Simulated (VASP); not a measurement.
# NaCl (Fm-3m) in VASP: notebook

Runs on NaCl. Level: r2SCAN. Tasks: relaxation of cell and atoms, vibrations by finite differences.

Everything below comes from runs of VASP 6.6.1. Logs are shortened: lines on timing, memory, paths and dates and some standing lists are left out, and cuts for length are marked.

## Step 1: The crystal as given

Symmetry: Fm-3m, No. 225, cubic system. The conventional cell has a = 5.620 Å, b = 5.620 Å, c = 5.620 Å, α = 90.00°, β = 90.00°, γ = 90.00°. Na (site symmetry m-3m) has 6 Cl at 2.81 Å as nearest neighbours. Cl (site symmetry m-3m) is surrounded by 6 Na at 2.81 Å.

## Step 2: Relaxation of cell and atoms, r2SCAN, target pressure 12 GPa, at which the enthalpy is minimised

File INCAR:

```
PREC = Accurate ; ENCUT = 520
EDIFF = 1E-7 ; ISMEAR = 0
SIGMA = 0.02 ; LREAL = False
LASPH = True ; NELM = 80
ALGO = Normal ; ISIF = 3
LWAVE = False ; LCHARG = False
METAGGA = R2SCAN ; LMIXTAU = True
IBRION = 2 ; NSW = 80
EDIFFG = -0.002 ; PSTRESS = 120.0
```

File KPOINTS:

```
regular mesh
0
Gamma
  10 10 10
```

File POSCAR:

```
NaCl
1.0
    0.0000000000      2.8100000000      2.8100000000
    2.8100000000      0.0000000000      2.8100000000
    2.8100000000      2.8100000000      0.0000000000
Na Cl
1 1
Direct
    0.0000000000      0.0000000000      0.0000000000
    0.5000000000      0.5000000000      0.5000000000
```

Potentials or basis: VASP PAW PBE potentials, release 64 (Na_pv, Cl).

Launch:

```console
cat potpaw_PBE.64/Na_pv/POTCAR potpaw_PBE.64/Cl/POTCAR > POTCAR
mpirun -np 1 vasp_std > vasp.out
```

OUTCAR:

```text
PREC = Accurate
   ENCUT = 520
   EDIFF = 1E-7
   ISMEAR = 0
   LREAL = False
   LASPH = True
   NELM = 80
   ISIF = 3
   METAGGA = R2SCAN
   IBRION = 2
   NSW = 80
   EDIFFG = -0.002
   PSTRESS = 120.0

 ion  position               nearest neighbor table
   1  0.000  0.000  0.000-
   2  0.500  0.500  0.500-

  LATTYP: Found a face centered cubic cell.
 ALAT       =     5.6200000000

  Lattice vectors:

 A1 = (   0.0000000000,   2.8100000000,   2.8100000000)
 A2 = (   2.8100000000,   0.0000000000,   2.8100000000)
 A3 = (   2.8100000000,   2.8100000000,   0.0000000000)

Analysis of symmetry for initial positions (statically):
=====================================================================
 Subroutine PRICEL returns:
 Original cell was already a primitive cell.

 Routine SETGRP: Setting up the symmetry group for a
 face centered cubic supercell.

 Subroutine GETGRP returns: Found 48 space group operations
 (whereof 48 operations were pure point group operations)
 out of a pool of 48 trial point group operations.

The static configuration has the point symmetry O_h .

Analysis of symmetry for dynamics (positions and initial velocities):
=====================================================================
 Subroutine PRICEL returns:
 Original cell was already a primitive cell.

 Routine SETGRP: Setting up the symmetry group for a
 face centered cubic supercell.

 Subroutine GETGRP returns: Found 48 space group operations
 (whereof 48 operations were pure point group operations)
 out of a pool of 48 trial point group operations.

The dynamic configuration has the point symmetry O_h .

 Subroutine INISYM returns: Found 48 space group operations
 (whereof 48 operations are pure point group operations),
 and found     1 'primitive' translations

----------------------------------------------------------------------------------------

                                     Primitive cell

  volume of cell :      44.3761

  direct lattice vectors                    reciprocal lattice vectors
     0.000000000  2.810000000  2.810000000    -0.177935943  0.177935943  0.177935943
     2.810000000  0.000000000  2.810000000     0.177935943 -0.177935943  0.177935943
     2.810000000  2.810000000  0.000000000     0.177935943  0.177935943 -0.177935943

  length of vectors
     3.973940110  3.973940110  3.973940110     0.308194094  0.308194094  0.308194094

  position of ions in fractional coordinates (direct lattice)
     0.000000000  0.000000000  0.000000000
     0.500000000  0.500000000  0.500000000

  ion indices of the primitive-cell ions
   primitive index   ion index
                 1           1
                 2           2

----------------------------------------------------------------------------------------

 KPOINTS: regular mesh

Automatic generation of k-mesh.
 Grid dimensions read from file:
 generate k-points for:   10   10   10

 Generating k-lattice:

  Cartesian coordinates                     Fractional coordinates (reciprocal lattice)
    -0.017793594  0.017793594  0.017793594     0.100000000  0.000000000  0.000000000
     0.017793594 -0.017793594  0.017793594     0.000000000  0.100000000  0.000000000
     0.017793594  0.017793594 -0.017793594     0.000000000  0.000000000  0.100000000

  Length of vectors
     0.030819409  0.030819409  0.030819409

  Shift w.r.t. Gamma in fractional coordinates (k-lattice)
     0.000000000  0.000000000  0.000000000

 Subroutine IBZKPT returns following result:
 ===========================================

 Found     47 irreducible k-points:

 Following reciprocal coordinates:
            Coordinates               Weight
  0.000000  0.000000  0.000000      1.000000
  0.100000  0.000000  0.000000      8.000000
  0.200000  0.000000  0.000000      8.000000
  0.300000  0.000000  0.000000      8.000000
  0.400000  0.000000  0.000000      8.000000
  0.500000  0.000000  0.000000      4.000000
[... 16 lines left out ...]
  0.300000  0.300000  0.000000      6.000000
  0.400000  0.300000  0.000000     24.000000
 [... further k-points ...]
   k-points           NKPTS =     47   k-points in BZ     NKDIM =     47   number of bands    NBANDS=     11
   number of dos      NEDOS =    301   number of ions     NIONS =      2
   total plane-waves  NPLWV =  27000
   dimension x,y,z NGX =    30 NGY =   30 NGZ =   30
   dimension x,y,z NGXF=    60 NGYF=   60 NGZF=   60
   ions per type =               1   1
   NGX,Y,Z   is equivalent  to a cutoff of  12.55, 12.55, 12.55 a.u.
   NGXF,Y,Z  is equivalent  to a cutoff of  25.10, 25.10, 25.10 a.u.
 SYSTEM =  unknown system
   PREC   = accura    normal or accurate (medium, high low for compatibility)
   ISTART =      0    job   : 0-new  1-cont  2-samecut
   ICHARG =      2    charge: 1-file 2-atom 10-const
   ISPIN  =      1    spin polarized calculation?
   LNONCOLLINEAR =      F non collinear calculations
   LSORBIT =      F    spin-orbit coupling
   LASPH  =      T    aspherical Exc in radial PAW
   ENCUT  =  520.0 eV  38.22 Ry    6.18 a.u.   7.39  7.39  7.39*2*pi/ulx,y,z
   NELM   =     80;   NELMIN=  2; NELMDL= -5     # of ELM steps
   EDIFF  = 0.1E-06   stopping-criterion for ELM
   LREAL  =      F    real-space projection
   EDIFFG = -.2E-02   stopping-criterion for IOM
   NSW    =     80    number of steps for IOM
   IBRION =      2    ionic relax: 0-MD 1-quasi-New 2-CG
   NFREE  =      1    steps in history (QN), initial steepest desc. (CG)
   ISIF   =      3    stress and relaxation
   ISYM   =      2    0-nonsym 1-usesym 2-fastsym
   POTIM  = 0.5000    time-step for ionic-motion
   TEBEG  =    0.0;   TEEND  =   0.0 temperature during run
   PSTRESS=  120.0 pullay stress
   NELECT =      14.0000    total number of electrons
   NUPDOWN=      -1.0000    fix difference up-down
   EMIN   =  10.00;   EMAX   =-10.00  energy-range for DOS
   EFERMI =   0.00;   METHOD = LEGACY
   ISMEAR =     0;   SIGMA  =   0.02  broadening in eV -4-tet -1-fermi 0-gaus
   EFERMI_NEDOS =   21; number of points for ismear=-14 and -15
   IALGO  =     38    algorithm
   IMIX   =      4    mixing-type and parameters
     AMIX     =   0.40;   BMIX     =  1.00
     AMIX_MAG =   1.60;   BMIX_MAG =  1.00
  volume/ion in A,a.u.               =      22.19       149.73
  Fermi-wavevector in a.u.,A,eV,Ry     =   1.114469  2.106040 16.898985  1.242040
  Thomas-Fermi vector in A             =   2.251064
   LORBIT       =      0    0 simple, 1 ext, 2 COOP (PROOUT), +10 PAW based schemes
   METAGGA = R2SCAN    functional components
   LHFCALC =     F    Hartree Fock is set to
   AEXX    =    0.0000 exact exchange contribution
   IVDW    =     0    specifies the selected vdW correction
   LEPSILON=     F    determine dielectric tensor
   LRPA    =     F    only Hartree local field effects (RPA)
 conjugate gradient relaxation of ions
 non-spin polarized calculation
 Gauss-broadening in eV      SIGMA  =   0.02
  energy-cutoff  :      520.00
  volume of cell :       44.38
 maximum number of plane-waves:      1243
 NGX is ok and might be reduce to    30
   NGX = 15   NGY = 15   NGZ = 15

--------------------------------------- Ionic step        1  -------------------------------------------

 number of electron      14.0000000 magnetization

 Free energy of the ion-electron system (eV)
  ---------------------------------------------------
  ext. energy  EPLUGINS =         0.00000000
  ---------------------------------------------------
  free energy    TOTEN  =       -13.78954966 eV

  energy without entropy =      -13.78954966  energy(sigma->0) =      -13.78954966

 E-fermi :  -0.9517     XC(G=0):  -8.6940

 val. band max:       -1.1028625922   @ k =   0.0000   0.0000   0.0000
 cond. band min:       4.8626689436   @ k =   0.0000   0.0000   0.0000
 fundamental gap:      5.9655315358
 Fermi energy:        -0.9516904569

 k-point     1 :       0.0000    0.0000    0.0000
  band No.  band energies     occupation
      1     -22.6022      2.00000
      2     -22.6019      2.00000
      3     -22.6019      2.00000
      4     -14.3494      2.00000
      5      -1.1029      2.00000
      6      -1.1029      2.00000
      7      -1.1029      2.00000
      8       4.8627      0.00000
      9      10.6677      0.00000
     10      10.6678      0.00000
     11      10.6678      0.00000
[... 427 lines left out ...]
  FREE ENERGIE OF THE ION-ELECTRON SYSTEM (eV)
  ---------------------------------------------------
  free  energy   TOTEN  =       -13.5168293678 eV

  energy  without entropy=      -13.5168293678  energy(sigma->0) =      -13.51682937

  enthalpy is  TOTEN    =       -10.9428852114 eV   P V=        2.5739441565

[... ionic steps 4 to 12 ...]

--------------------------------------- Ionic step       13  -------------------------------------------

 number of electron      13.9999997 magnetization

------------------------ aborting loop because EDIFF is reached ----------------------------------------

  FORCE on cell =-STRESS in cart. coord.  units (eV):
  Direction    XX          YY          ZZ          XY          YZ          ZX
  --------------------------------------------------------------------------------------
  -------------------------------------------------------------------------------------
  Total        2.5294062      2.5294062      2.5294062      0.0000000      0.0000000      0.0000000
  in kB      117.4971635    117.4971635    117.4971635      0.0000000      0.0000000      0.0000000
  external PRESSURE =      -2.5028365 kB  Pullay stress =     120.0000000 kB
[... 61 lines left out ...]
  enthalpy is  TOTEN    =       -10.9427938855 eV   P V=        2.5802895049

--------------------------------------- Ionic step       15  -------------------------------------------

 number of electron      13.9999996 magnetization

 Free energy of the ion-electron system (eV)
  ---------------------------------------------------
  ext. energy  EPLUGINS =         0.00000000
  ---------------------------------------------------
  free energy    TOTEN  =       -13.51718687 eV

  energy without entropy =      -13.51718687  energy(sigma->0) =      -13.51718687

 E-fermi :   0.8048     XC(G=0):  -9.9453

 val. band max:        0.6950731921   @ k =   0.0000   0.0000   0.0000
 cond. band min:       7.9698714856   @ k =   0.0000   0.0000   0.0000
 fundamental gap:      7.2747982935
 Fermi energy:         0.8047694184

 k-point     1 :       0.0000    0.0000    0.0000
  band No.  band energies     occupation
      1     -20.4911      2.00000
      2     -20.4907      2.00000
      3     -20.4907      2.00000
      4     -13.3185      2.00000
      5       0.6951      2.00000
      6       0.6951      2.00000
      7       0.6951      2.00000
      8       7.9699      0.00000
      9      12.5785      0.00000
     10      12.5785      0.00000
     11      12.5785      0.00000
[... 351 lines left out ...]
  FREE ENERGIE OF THE ION-ELECTRON SYSTEM (eV)
  ---------------------------------------------------
  free  energy   TOTEN  =       -13.5171868729 eV

  energy  without entropy=      -13.5171868729  energy(sigma->0) =      -13.51718687

  enthalpy is  TOTEN    =       -10.9428828810 eV   P V=        2.5743039919

 reached required accuracy - stopping structural energy minimisation
```

It took 11 min on 1 thread of Intel Xeon Platinum 8488C (Sapphire Rapids), shared host; peak memory 0.18 GiB.

Results:

```
Free energy                                            : -13.5172 eV
Relaxed volume                                         : 17.19 Å³/atom
Relaxed cell                                           : a = 3.650 Å, b = 3.650 Å, c = 3.650 Å, α = 60.00°, β = 60.00°, γ = 60.00°
Space group after relaxing (to 0.05 Å)                 : Fm-3m (No. 225)
Energy change on relaxing (the enthalpy is what falls) : +136.2 meV/atom
Ionic steps                                            : 15
Pressure after relaxing                                : 12.0 GPa
Band gap on the k mesh                                 : 7.27 eV, direct
```

The path:
```csv
step,energy change (eV),largest force (eV/Å),pressure (GPa),volume (Å³)
1,0.0000,0.0000,-0.39,44.38
2,0.2819,0.0000,12.30,34.24
3,0.2727,0.0000,12.03,34.37
4,0.2593,0.0000,11.62,34.55
5,0.2596,0.0000,11.63,34.54
6,0.2607,0.0000,11.66,34.53
7,0.2607,0.0000,11.66,34.53
8,0.2607,0.0000,11.66,34.53
9,0.2608,0.0000,11.67,34.53
10,0.2610,0.0000,11.67,34.53
11,0.2614,0.0000,11.68,34.52
12,0.2621,0.0000,11.71,34.51
13,0.2635,0.0000,11.75,34.49
14,0.2665,0.0000,11.84,34.45
15,0.2724,0.0000,12.02,34.37
```

Final structure:
```
CELL_PARAMETERS angstrom
0.00000 2.58059 2.58059
2.58059 0.00000 2.58059
2.58059 2.58059 0.00000
ATOMIC_POSITIONS crystal
Na 0.00000 0.00000 0.00000
Cl 0.50000 0.50000 0.50000
```

Caveat: the cell is relaxed towards a set pressure, so the enthalpy falls and the energy may rise; the volume moved by over 15 % at a fixed basis, so the end points are rough; the PAW data sets were made with another functional, which shifts forces and pressure a little.

(Continued in part 2 of 2.)
